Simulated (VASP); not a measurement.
CaH4, 5 atoms in the cell. It takes space group Pm-3m (No. 221, cubic). Conventional cell: a = 4.168 Å, b = 4.168 Å, c = 4.168 Å, α = 90.00°, β = 90.00°, γ = 90.00°. Around Ca (site symmetry m-3m) lie 6 H at 2.08 Å. H (site symmetry 4/mmm) is surrounded by 2 Ca at 2.08 Å. Around H (site symmetry m-3m) lie 12 H at 2.95 Å. The cell was built by a generator and needn't be a form met in nature.

- Program: VASP 6.6.1
- Task: relaxation of cell and atoms
- Functional: LDA
- Potentials or basis: VASP PAW LDA potentials, release 64 (Ca_sv, H)
- Cutoff: 600 eV
- k mesh: 7 × 7 × 7
- Occupations: gaussian, width 0.05 eV
- Spin: no spin polarisation
- Further INCAR settings: ALGO = Normal; EDIFF = 1e-06; IBRION = 2; EDIFFG = -0.01; NSW = 60; ISIF = 3

Potentials or basis: VASP PAW LDA potentials, release 64 (Ca_sv, H).

The run is started by

```sh
$ cat potpaw_LDA.64/Ca_sv/POTCAR potpaw_LDA.64/H/POTCAR > POTCAR
$ mpirun -np 1 vasp_std > vasp.out
```

Hardware: 1 thread of Intel(R) Xeon(R) Platinum 8259CL CPU @ 2.50GHz (Skylake/Cascade Lake), on a shared host.

Task: How long does it take, and how much memory?

Result: It took 54 s on 1 thread of Intel(R) Xeon(R) Platinum 8259CL CPU @ 2.50GHz (Skylake/Cascade Lake), with other jobs on the host, peak memory 0.19 GiB. Counts: scf iterations 40, k points 20, ion steps 4.
